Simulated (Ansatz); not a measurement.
**MgS (Niningerite): optics inputs, tried as typed**

Which of these optics inputs for MgS (Niningerite) end well? Each is run as it stands.

Computed with Ansatz 0.2.0 (plane waves, PAW; the settings change from run to run, as each input shows, unless a step's input says otherwise).

### Step 1. The structure to begin with

Symmetry: Fm-3m, No. 225, cubic system. The conventional cell has a = 5.203 Å, b = 5.203 Å, c = 5.203 Å, α = 90.00°, β = 90.00°, γ = 90.00°. Mg (site symmetry m-3m) has 6 S at 2.60 Å as nearest neighbours. S (site symmetry m-3m) has 6 Mg at 2.60 Å as nearest neighbours.

Coordinates:

```
CELL_PARAMETERS angstrom
0.00000 2.60152 2.60152
2.60152 0.00000 2.60152
2.60152 2.60152 0.00000
ATOMIC_POSITIONS crystal
Mg 0.00000 0.00000 0.00000
S 0.50000 0.50000 0.50000
```

Cell and atoms come from an earlier r2SCAN relaxation.

For scale, an earlier run with the standard settings (PBE, 8×8×8, gaussian width 0.1 eV, scissors 0 eV) gave ε∞ 5.90; tallest peak of ε₂: 20.1 at 6.10 eV (complete to 7.6 eV).

### Step 2. Try 1

input.yaml reads:

```yaml
crystal:
  lattice:
    - [0.0, 2.6015177399, 2.6015177399]
    - [2.6015177399, 0.0, 2.6015177399]
    - [2.6015177399, 2.6015177399, 0.0]
  atoms:
    - { symbol: Mg, position: [0.0, 0.0, 0.0] }
    - { symbol: S, position: [0.5, 0.5, 0.5] }
kpoints:
  mp_grid: { grid: [8, 8, 8] }
hamiltonian:
  xc: lda
scf:
  occupations: { method: fixed }
output:
  optics:
    e_range: [0, 6]
    de: 0.05
    sigma: 0.4
    scissors: 1.0
    scheme: fermi_dirac
  write_density: true
  write_potential: true
  elf: true
  volumetric_format: npy
```

Run with:

```
> ansatz run input.yaml --threads 4 --pin off --max-ram 3686MiB --backend cpu --events-out ev --progress --plain --runs-dir out
```

Output:

```text
Warning: RAYON_NUM_THREADS=4 ignored (pool sized by the plan → 4); use --threads N
Engine: ansatz 0.2.0, aarch64-unknown-linux-gnu
Pseudopotentials: kind: paw
Pseudopotential: Mg, paw, valence charge 10, recommended cutoff 420 eV (normal), Mg.paw.azcp
Pseudopotential: S, paw, valence charge 6, recommended cutoff 420 eV (normal), S.paw.azcp
Functional definition: SPW92
  exchange = slater_x
  correlation = pw_c
Crystal: 2 atoms, lattice volume = 35.214 Å³
Basis set: ecut = 420 eV, 701 PW (Γ)
Bands: 12, of which v1, the nominal top of the filled ones, is band 8 counted from 1 (7 counted from 0)
Symmetry: 48 space group operations
Space group: Fm-3m (ITA 225), of the structure as read, at distance tolerance 3.3e-5 Å
k-points: 29 of 512
Non-local potential: Mg, projectors of the file, l = 0: 3, l = 1: 2, l = 2: 1
Non-local potential: S, projectors of the file, l = 0: 2, l = 1: 2, l = 2: 2
PAW form: soft (Blöchl's): semilocal exchange-correlation on the pseudo side does not see the compensation charge
PAW frozen core: Mg, regenerated for the run's functional, and the local potential with it (the file was generated under x = pbe(κ = 0.804, μ = 0.2195149727645171), c = pbe(β = 0.06672455060314922))
PAW frozen core: S, regenerated for the run's functional, and the local potential with it (the file was generated under x = pbe(κ = 0.804, μ = 0.2195149727645171), c = pbe(β = 0.06672455060314922))
PAW one-centre angular grid: Mg, 110 points (default); XC on 64 Gauss nodes
PAW one-centre angular grid: S, 110 points (default); XC on 64 Gauss nodes
Initial density: superposition of atomic densities (neutral atoms: chi_scale 0, normalization atom), corrected by the library's trained network
Initial wavefunctions: pseudopotential atomic-orbital guess
Functional: x = slater, c = lda
SCF iter   1: F=—  HF=-2774.169478 eV  |F-HF|=—  |Δ(HF+E_count)|=         —  Δρ=6.72e-3  dr2=9.25e-3  ethr=1.77e-3  ⟨swp⟩=5.4  Hψ=1879  notcnv=0  defer=45
preconditioner: auto → none  [insulator: Δε(μ)=2.510 eV  Ē_g=11.577 eV  n_scr=8 (ndim 8)  ℏωp=17.7 eV  f_vac=0.000  ε∞_Penn≈3.3]
SCF iter   2: F=—  HF=-2774.163554 eV  |F-HF|=—  |Δ(HF+E_count)|=   5.92e-3  Δρ=2.58e-3  dr2=1.29e-3  ethr=5.78e-5  ⟨swp⟩=2.6  Hψ=856  notcnv=0  defer=52
SCF iter   3: F=—  HF=-2774.162947 eV  |F-HF|=—  |Δ(HF+E_count)|=   6.07e-4  Δρ=3.94e-4  dr2=2.77e-5  ethr=8.07e-6  ⟨swp⟩=2.0  Hψ=509  notcnv=0  defer=52
SCF iter   4: F=—  HF=-2774.162938 eV  |F-HF|=—  |Δ(HF+E_count)|=   9.69e-6  Δρ=4.47e-5  dr2=1.19e-6  ethr=1.73e-7  ⟨swp⟩=2.0  Hψ=455  notcnv=0
SCF iter   5: F=—  HF=-2774.162936 eV  |F-HF|=—  |Δ(HF+E_count)|=   1.88e-6  Δρ=1.02e-5  dr2=2.65e-8  ethr=7.45e-9  ⟨swp⟩=2.0  Hψ=443  notcnv=0
SCF iter   6: F=—  HF=-2774.162936 eV  |F-HF|=—  |Δ(HF+E_count)|=   9.32e-9  Δρ=2.67e-6  dr2=3.68e-9  ethr=1.66e-10  ⟨swp⟩=2.0  Hψ=580  notcnv=0
SCF iter   7: F=—  HF=-2774.162936 eV  |F-HF|=—  |Δ(HF+E_count)|=   1.35e-9  Δρ=2.71e-7  dr2=3.54e-11  ethr=2.30e-11  ⟨swp⟩=2.0  Hψ=445  notcnv=0
SCF iter   8: F=-2774.162936 eV  HF=-2774.162936 eV  |F-HF|=0.00e0  |Δ(HF+E_count)|=  1.32e-11  Δρ=1.68e-8  dr2=1.48e-13  ethr=1.00e-12  ⟨swp⟩=4.2  Hψ=1236  notcnv=0
SCF 1 converged in 8 iterations: F = -2774.162936 eV  dr2 = 1.48e-13
Optics k sum: 0 of 29 k-points
[...]
SCF converged after 8 iterations
Free energy (F): -2774.162936 eV
Harris-Foulkes:  -2774.162936 eV  (|F-HF|=0.00e0)
Internal energy: -2774.162936 eV  (E = F + TS)
E sigma→0 (E₀):  -2774.162936 eV
Fermi energy:    6.188946 eV
--- Per-component energies (eV) ---
  E_band       = -333.551495
  E_kinetic    = 185.619261
  E_local      = -1666.640743  (includes V_loc(G=0)·N_el)
  E_nonlocal   = 125.224967
  E_hartree    = 592.090823
  E_xc         = -126.573753
  E_vxc        = -127.153346  (∫ρ·V_xc dr)
  E_paw        = -840.394085  (= ΣΔE_a)
  E_vpaw       = -34.783280  (= ΣTr[D̂ρ^β])
  E_aug_tail   = 0.000001  (compensation charges beyond the density's cutoff)
  E_ewald      = -1043.793083
  E_core_change = 0.303677  (= ΣΔE_core)
  E_smearing   = -0.000000  (= −TS)
  E_closure    = 0.000000  (closes the sum)
  Σ components = -2774.162936   (vs F -2774.162936, Δ=0.00e0)
--- Band table (eV; the first three rows and the last of 29) ---
  k-point 0: bands = ["-67.8224", "-35.2476", "-35.2476", "-35.2476", "-6.4646", "6.1889", "6.1889", "6.1889", "9.6712", "13.9861", "13.9861", "13.9861"]
  k-point 1: bands = ["-67.8224", "-35.2486", "-35.2478", "-35.2478", "-6.3106", "5.1109", "6.0870", "6.0870", "10.4932", "13.6693", "14.2302", "14.2302"]
  k-point 2: bands = ["-67.8223", "-35.2511", "-35.2481", "-35.2481", "-5.8933", "3.3304", "5.8651", "5.8651", "10.9559", "13.8275", "13.8275", "14.3153"]
  k-point 28: bands = ["-67.8220", "-35.2520", "-35.2520", "-35.2503", "-4.7092", "2.9186", "2.9186", "3.7757", "11.2609", "13.9992", "13.9992", "14.0387"]
```

Wall time 2.4 s (4 threads of Arm Neoverse N1, shared host); peak memory 0.33 GiB.

From the head of optics.tsv:

```
# eps_inf(xx yy zz) = 5.538747 5.538747 5.538747
# eps_inf_bands = all
# eps_inf_summed_bands(xx yy zz) = 5.306797 5.306797 5.306797
# eps_inf_completed(xx yy zz) = 5.538747 5.538747 5.538747
# eps2_relative_error = 0.0018
# eps_inf_relative_error = 0.0075
# f_sum_n_eff(xx yy zz) = 6.027820 6.027820 6.027820 of n_electrons = 16.000000
# n_bands = 12
# valid_up_to_ev = 4.797121
# least_direct_gap_ev = 3.482273e0 at k(fractional) = 0.000000 0.000000 0.000000, k_point = 0, channel = 0, bands = 7 8 (counted from 0)
```

The dielectric function from optics.tsv (isotropic), one row in 2, cut at 4.8 eV, above which the bands summed leave lines out:

```
E (eV)  ε₂ xx  ε₁ xx
  1.95   0.00   5.68
  2.05   0.00   5.72
  2.15   0.00   5.77
  2.25   0.00   5.82
  2.35   0.01   5.87
  2.45   0.01   5.93
  2.55   0.01   6.00
  2.65   0.01   6.06
  2.75   0.01   6.14
  2.85   0.02   6.22
  2.95   0.02   6.30
  3.05   0.03   6.39
  3.15   0.04   6.49
  3.25   0.05   6.60
  3.35   0.06   6.71
  3.45   0.08   6.84
  3.55   0.10   6.98
  3.65   0.13   7.12
  3.75   0.16   7.28
  3.85   0.21   7.45
  3.95   0.26   7.64
  4.05   0.33   7.84
  4.15   0.41   8.05
  4.25   0.51   8.27
  4.35   0.63   8.51
  4.45   0.77   8.76
  4.55   0.95   9.03
  4.65   1.15   9.30
  4.75   1.39   9.59
```

The columns hold the bands summed alone, whose ε₁ at zero energy is 5.31, below the completed ε∞ of 5.54.

### Step 3. Try 2

input.yaml reads:

```yaml
crystal:
  lattice:
    - [0.0, 2.6015177399, 2.6015177399]
    - [2.6015177399, 0.0, 2.6015177399]
    - [2.6015177399, 2.6015177399, 0.0]
  atoms:
    - { symbol: Mg, position: [0.0, 0.0, 0.0] }
    - { symbol: S, position: [0.5, 0.5, 0.5] }
kpoints:
  mp_grid: { grid: [4, 4, 4] }
hamiltonian:
  xc: lda
scf:
  occupations: { method: fixed }
output:
  optics:
    e_range: [0.5, 10]
    de: 0.1
    sigma: 0.15
    scissors: 0.3
    scheme: fermi_dirac
```

Run with:

```
> ansatz run input.yaml --threads 4 --pin off --max-ram 3686MiB --backend cpu --events-out ev --progress --plain --runs-dir out
```

Output:

```text
Warning: RAYON_NUM_THREADS=4 ignored (pool sized by the plan → 4); use --threads N
[... 7 set-up lines as earlier in the session ...]
Crystal: 2 atoms, lattice volume = 35.214 Å³
Basis set: ecut = 420 eV, 701 PW (Γ)
Bands: 12, of which v1, the nominal top of the filled ones, is band 8 counted from 1 (7 counted from 0)
[... 2 set-up lines as earlier in the session ...]
k-points: 8 of 64
[... 10 set-up lines as earlier in the session ...]
SCF iter   1: F=—  HF=-2774.116263 eV  |F-HF|=—  |Δ(HF+E_count)|=         —  Δρ=6.22e-3  dr2=5.61e-3  ethr=1.77e-3  ⟨swp⟩=5.1  Hψ=521  notcnv=0  defer=6
preconditioner: auto → none  [insulator: Δε(μ)=2.510 eV  Ē_g=11.546 eV  n_scr=8 (ndim 8)  ℏωp=17.7 eV  f_vac=0.000  ε∞_Penn≈3.3]
SCF iter   2: F=—  HF=-2774.111049 eV  |F-HF|=—  |Δ(HF+E_count)|=   5.21e-3  Δρ=2.40e-3  dr2=1.27e-3  ethr=3.51e-5  ⟨swp⟩=2.0  Hψ=238  notcnv=0  defer=11
SCF iter   3: F=—  HF=-2774.110504 eV  |F-HF|=—  |Δ(HF+E_count)|=   5.46e-4  Δρ=6.66e-4  dr2=1.65e-4  ethr=7.96e-6  ⟨swp⟩=2.1  Hψ=170  notcnv=0  defer=11
SCF iter   4: F=—  HF=-2774.110438 eV  |F-HF|=—  |Δ(HF+E_count)|=   6.56e-5  Δρ=1.71e-4  dr2=4.93e-6  ethr=1.03e-6  ⟨swp⟩=2.0  Hψ=128  notcnv=0  defer=9
SCF iter   5: F=—  HF=-2774.110442 eV  |F-HF|=—  |Δ(HF+E_count)|=   4.27e-6  Δρ=2.63e-5  dr2=3.99e-7  ethr=3.08e-8  ⟨swp⟩=2.0  Hψ=125  notcnv=0
SCF iter   6: F=—  HF=-2774.110442 eV  |F-HF|=—  |Δ(HF+E_count)|=   8.76e-7  Δρ=3.79e-6  dr2=7.58e-9  ethr=2.49e-9  ⟨swp⟩=2.0  Hψ=125  notcnv=0
SCF iter   7: F=—  HF=-2774.110442 eV  |F-HF|=—  |Δ(HF+E_count)|=   2.82e-9  Δρ=5.76e-7  dr2=1.81e-10  ethr=4.73e-11  ⟨swp⟩=2.0  Hψ=124  notcnv=0
SCF iter   8: F=-2774.110442 eV  HF=-2774.110442 eV  |F-HF|=4.55e-13  |Δ(HF+E_count)|=  6.59e-11  Δρ=2.42e-8  dr2=3.18e-13  ethr=1.00e-12  ⟨swp⟩=1.8  Hψ=308  notcnv=0
SCF 1 converged in 8 iterations: F = -2774.110442 eV  dr2 = 3.18e-13
Optics k sum: 0 of 8 k-points
[...]
NSCF: frozen V_eff on 1 k-points
SCF converged after 8 iterations
Free energy (F): -2774.110442 eV
Harris-Foulkes:  -2774.110442 eV  (|F-HF|=4.55e-13)
Internal energy: -2774.110442 eV  (E = F + TS)
E sigma→0 (E₀):  -2774.110442 eV
Fermi energy:    6.219666 eV
--- Per-component energies (eV) ---
  E_band       = -333.506337
  E_kinetic    = 185.913250
  E_local      = -1666.756874  (includes V_loc(G=0)·N_el)
  E_nonlocal   = 125.162408
  E_hartree    = 592.108798
  E_xc         = -126.637077
  E_vxc        = -127.235334  (∫ρ·V_xc dr)
  E_paw        = -840.411541  (= ΣΔE_a)
  E_vpaw       = -34.807378  (= ΣTr[D̂ρ^β])
  E_aug_tail   = 0.000001  (compensation charges beyond the density's cutoff)
  E_ewald      = -1043.793083
  E_core_change = 0.303677  (= ΣΔE_core)
  E_smearing   = -0.000000  (= −TS)
  E_closure    = 0.000000  (closes the sum)
  Σ components = -2774.110442   (vs F -2774.110442, Δ=0.00e0)
--- Band table (eV; the first three rows and the last of 8) ---
  k-point 0: bands = ["-67.8486", "-35.2737", "-35.2737", "-35.2737", "-6.4366", "6.2197", "6.2197", "6.2197", "9.6849", "13.9941", "13.9941", "13.9941"]
  k-point 1: bands = ["-67.8485", "-35.2771", "-35.2742", "-35.2742", "-5.8634", "3.3511", "5.8946", "5.8946", "10.9669", "13.8341", "13.8341", "14.3324"]
  k-point 2: bands = ["-67.8483", "-35.2805", "-35.2746", "-35.2746", "-5.0932", "1.2996", "5.6246", "5.6246", "10.5662", "12.9138", "12.9138", "16.0436"]
  k-point 7: bands = ["-67.8482", "-35.2780", "-35.2780", "-35.2764", "-4.6733", "2.9373", "2.9373", "3.7945", "11.2719", "14.0136", "14.0136", "14.0441"]
```

Run time: 1.7 s. Hardware: 4 threads of Arm Neoverse N1, shared host; peak memory 0.42 GiB.

optics.tsv begins:

```
# eps_inf(xx yy zz) = 6.008448 6.008448 6.008448
# eps_inf_bands = all
# eps_inf_summed_bands(xx yy zz) = 5.760902 5.760902 5.760902
# eps_inf_completed(xx yy zz) = 6.008448 6.008448 6.008448
# eps2_relative_error = 0.0069
# eps_inf_relative_error = 0.0125
# f_sum_n_eff(xx yy zz) = 6.044075 6.044075 6.044075 of n_electrons = 16.000000
# n_bands = 12
# valid_up_to_ev = 6.574428
# least_direct_gap_ev = 3.465248e0 at k(fractional) = 0.000000 0.000000 0.000000, k_point = 0, channel = 0, bands = 7 8 (counted from 0)
```

The dielectric function from optics.tsv (isotropic), one row in 3 (narrow peaks fall between the rows), cut at 6.5 eV, above which the bands summed leave lines out:

```
E (eV)  ε₂ xx  ε₁ xx
  3.20   0.01   7.49
  3.50   0.06   8.09
  3.80   0.26   8.87
  4.10   0.63   9.79
  4.40   1.25  11.05
  4.70   2.65  12.57
  5.00   5.02  13.96
  5.30   8.99  14.32
  5.60  12.78  12.09
  5.90  15.41   8.87
  6.20  16.70   3.71
  6.50  13.67  -0.73
```

The columns hold the bands summed alone, whose ε₁ at zero energy is 5.76, below the completed ε∞ of 6.01.

Tallest peaks of ε₂ in the range shown: 16.7 at 6.20 eV.

### Step 4. Try 3

input.yaml, as its differences from that of step 3:

```diff
@@ -9,3 +9,3 @@
 kpoints:
-  mp_grid: { grid: [4, 4, 4] }
+  mp_grid: { grid: [10, 10, 10] }
 hamiltonian:
@@ -16,6 +16,10 @@
   optics:
-    e_range: [0.5, 10]
-    de: 0.1
-    sigma: 0.15
-    scissors: 0.3
-    scheme: fermi_dirac
+    e_range: [2, 15]
+    de: 0.2
+    sigma: 0.05
+    scissors: 2.5
+    scheme: gaussian
+  write_density: true
+  write_potential: true
+  elf: true
+  volumetric_format: npy
```

Run with:

```
> ansatz run input.yaml --threads 4 --pin off --max-ram 3686MiB --backend cpu --events-out ev --progress --plain --runs-dir out
```

Output:

```text
Warning: RAYON_NUM_THREADS=4 ignored (pool sized by the plan → 4); use --threads N
[... 7 set-up lines as earlier in the session ...]
Crystal: 2 atoms, lattice volume = 35.214 Å³
Basis set: ecut = 420 eV, 701 PW (Γ)
Bands: 12, of which v1, the nominal top of the filled ones, is band 8 counted from 1 (7 counted from 0)
[... 2 set-up lines as earlier in the session ...]
k-points: 47 of 1000
[... 10 set-up lines as earlier in the session ...]
SCF iter   1: F=—  HF=-2774.169841 eV  |F-HF|=—  |Δ(HF+E_count)|=         —  Δρ=6.70e-3  dr2=9.12e-3  ethr=1.77e-3  ⟨swp⟩=5.3  Hψ=3041  notcnv=0  defer=79
preconditioner: auto → none  [insulator: Δε(μ)=2.510 eV  Ē_g=11.575 eV  n_scr=8 (ndim 8)  ℏωp=17.7 eV  f_vac=0.000  ε∞_Penn≈3.3]
SCF iter   2: F=—  HF=-2774.163811 eV  |F-HF|=—  |Δ(HF+E_count)|=   6.03e-3  Δρ=2.59e-3  dr2=1.34e-3  ethr=5.70e-5  ⟨swp⟩=2.7  Hψ=1374  notcnv=0  defer=89
SCF iter   3: F=—  HF=-2774.163191 eV  |F-HF|=—  |Δ(HF+E_count)|=   6.20e-4  Δρ=3.97e-4  dr2=2.89e-5  ethr=8.36e-6  ⟨swp⟩=2.0  Hψ=991  notcnv=0  defer=89
SCF iter   4: F=—  HF=-2774.163182 eV  |F-HF|=—  |Δ(HF+E_count)|=   8.91e-6  Δρ=1.17e-4  dr2=8.25e-6  ethr=1.81e-7  ⟨swp⟩=2.0  Hψ=752  notcnv=0  defer=1
SCF iter   5: F=—  HF=-2774.163179 eV  |F-HF|=—  |Δ(HF+E_count)|=   3.08e-6  Δρ=2.60e-5  dr2=3.84e-7  ethr=5.16e-8  ⟨swp⟩=2.0  Hψ=701  notcnv=0
SCF iter   6: F=—  HF=-2774.163179 eV  |F-HF|=—  |Δ(HF+E_count)|=   4.00e-7  Δρ=6.80e-6  dr2=2.30e-8  ethr=2.40e-9  ⟨swp⟩=2.0  Hψ=743  notcnv=0
SCF iter   7: F=—  HF=-2774.163179 eV  |F-HF|=—  |Δ(HF+E_count)|=   8.40e-9  Δρ=8.49e-7  dr2=3.47e-10  ethr=1.44e-10  ⟨swp⟩=2.0  Hψ=715  notcnv=0
SCF iter   8: F=-2774.163179 eV  HF=-2774.163179 eV  |F-HF|=4.55e-13  |Δ(HF+E_count)|=  1.38e-10  Δρ=3.60e-8  dr2=6.69e-13  ethr=1.00e-12  ⟨swp⟩=2.8  Hψ=2243  notcnv=0
SCF 1 converged in 8 iterations: F = -2774.163179 eV  dr2 = 6.69e-13
Optics k sum: 0 of 47 k-points
[...]
NSCF: frozen V_eff on 1 k-points
NSCF: frozen V_eff on 1 k-points
SCF converged after 8 iterations
Free energy (F): -2774.163179 eV
Harris-Foulkes:  -2774.163179 eV  (|F-HF|=4.55e-13)
Internal energy: -2774.163179 eV  (E = F + TS)
E sigma→0 (E₀):  -2774.163179 eV
Fermi energy:    6.188657 eV
--- Per-component energies (eV) ---
  E_band       = -333.551492
  E_kinetic    = 185.616761
  E_local      = -1666.639958  (includes V_loc(G=0)·N_el)
  E_nonlocal   = 125.225694
  E_hartree    = 592.090858
  E_xc         = -126.573179
  E_vxc        = -127.152596  (∫ρ·V_xc dr)
  E_paw        = -840.393950  (= ΣΔE_a)
  E_vpaw       = -34.783107  (= ΣTr[D̂ρ^β])
  E_aug_tail   = 0.000001  (compensation charges beyond the density's cutoff)
  E_ewald      = -1043.793083
  E_core_change = 0.303677  (= ΣΔE_core)
  E_smearing   = -0.000000  (= −TS)
  E_closure    = -0.000000  (closes the sum)
  Σ components = -2774.163179   (vs F -2774.163179, Δ=0.00e0)
--- Band table (eV; the first three rows and the last of 47) ---
  k-point 0: bands = ["-67.8222", "-35.2474", "-35.2474", "-35.2474", "-6.4648", "6.1887", "6.1887", "6.1887", "9.6711", "13.9860", "13.9860", "13.9860"]
  k-point 1: bands = ["-67.8221", "-35.2480", "-35.2475", "-35.2475", "-6.3655", "5.4400", "6.1214", "6.1214", "10.2708", "13.7293", "14.1690", "14.1690"]
  k-point 2: bands = ["-67.8220", "-35.2497", "-35.2477", "-35.2477", "-6.0849", "4.0383", "5.9580", "5.9580", "10.9283", "13.8481", "14.1183", "14.1183"]
  k-point 46: bands = ["-67.8217", "-35.2523", "-35.2512", "-35.2500", "-4.7143", "2.5821", "3.3031", "3.8317", "10.8865", "12.9299", "14.4985", "15.1042"]
```

Wall time 3.5 s (4 threads of Arm Neoverse N1, shared host); peak memory 0.49 GiB.

From the head of optics.tsv:

```
# eps_inf(xx yy zz) = 4.750781 4.750781 4.750781
# eps_inf_bands = all
# eps_inf_summed_bands(xx yy zz) = 4.546364 4.546364 4.546364
# eps_inf_completed(xx yy zz) = 4.750781 4.750781 4.750781
# eps2_relative_error = 0.0026
# eps_inf_relative_error = 0.0061
# f_sum_n_eff(xx yy zz) = 6.030646 6.030646 6.030646 of n_electrons = 16.000000
# n_bands = 12
# valid_up_to_ev = 10.147333
# least_direct_gap_ev = 3.482436e0 at k(fractional) = 0.000000 0.000000 0.000000, k_point = 0, channel = 0, bands = 7 8 (counted from 0)
```

The dielectric function from optics.tsv (isotropic), one row in 2 (narrow peaks fall between the rows), cut at 10.0 eV, above which the bands summed leave lines out:

```csv
E (eV),ε₂ xx,ε₁ xx
5.20,0.00,6.58
5.60,0.00,7.22
6.00,0.13,8.39
6.40,0.68,9.39
6.80,1.56,11.83
7.20,4.10,13.37
7.60,11.88,15.02
8.00,14.13,10.06
8.40,21.10,4.81
8.80,11.82,-2.60
9.20,7.32,-0.87
9.60,9.01,0.68
10.00,10.87,-1.86
```

The columns hold the bands summed alone, whose ε₁ at zero energy is 4.55, below the completed ε∞ of 4.75.

Tallest peaks of ε₂ in the range shown: 21.1 at 8.40 eV, 11.7 at 9.80 eV.

### Step 5. How the runs ended

```tsv
try	settings	ended	result	time
1	LDA, 8×8×8, fermi-dirac width 0.4 eV, scissors 1 eV	converged	ε∞ 5.54; tallest peak of ε₂: not reached: the spectrum is complete only to 4.8 eV	2.4 s
2	LDA, 4×4×4, fermi-dirac width 0.15 eV, scissors 0.3 eV	converged	ε∞ 6.01; tallest peak of ε₂: 16.7 at 6.20 eV (complete to 6.5 eV)	1.7 s
3	LDA, 10×10×10, gaussian width 0.05 eV, scissors 2.5 eV	converged	ε∞ 4.75; tallest peak of ε₂: 21.1 at 8.40 eV (complete to 10.0 eV)	3.5 s
```

In words: 3 converged. Among the runs without a faulty setting ε∞ spans 4.75 (LDA, scissors 2.5 eV) to 6.01 (LDA, scissors 0.3 eV); meshes, bands summed and other settings differ too, as the inputs show. These numbers test the settings; they aren't properties of the solid.
